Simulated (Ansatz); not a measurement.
Runs of Ansatz 0.2.0 on PbF2 (Fluorocronite). Symmetry: Fm-3m, No. 225, cubic system. The conventional cell has a = 5.927 Å, b = 5.927 Å, c = 5.927 Å, α = 90.00°, β = 90.00°, γ = 90.00°. Around Pb (site symmetry m-3m) lie 8 F at 2.57 Å. F (site symmetry -43m) is surrounded by 4 Pb at 2.57 Å. 

```csv
task,level,cutoff (eV),basis error allowed,gap on the mesh (eV),pressure (GPa),V0 of scaled cells (Å³/atom),B0 (GPa)
band structure,LDA,240,0.002 eV/atom,4.25,-4.5,-,-
equation of state,PBEsol,-,0.001 eV/atom,-,-,17.10,76
single point,PBEsol,260,0.001 eV/atom,4.30,-1.1,-,-
equation of state,PBE,-,0.001 eV/atom,-,-,18.01,(b)
single point,PBE,261,0.001 eV/atom,4.41,2.7,-,-
equation of state,PBEsol,-,0.002 eV/atom,-,-,(a),76
band structure,PBEsol,240,0.002 eV/atom,4.30,-1.1,-,-
```

Alike in all rows: potentials or basis all-electron LAPW, scalar-relativistic; no spin polarisation; cell as given; k mesh 8 × 8 × 8; smearing fermi-dirac 0.05 eV.

Problem. Fill in the values left out.

Solution. (a) 17.11; (b) 67.

Caveats: spin-orbit coupling is left out, which as a rule narrows the gap of such compounds by several tenths of an eV (some runs).

A k mesh can miss the band edges, and the runs leave out spin-orbit coupling on Pb.

Not every run made on this cell is shown here.
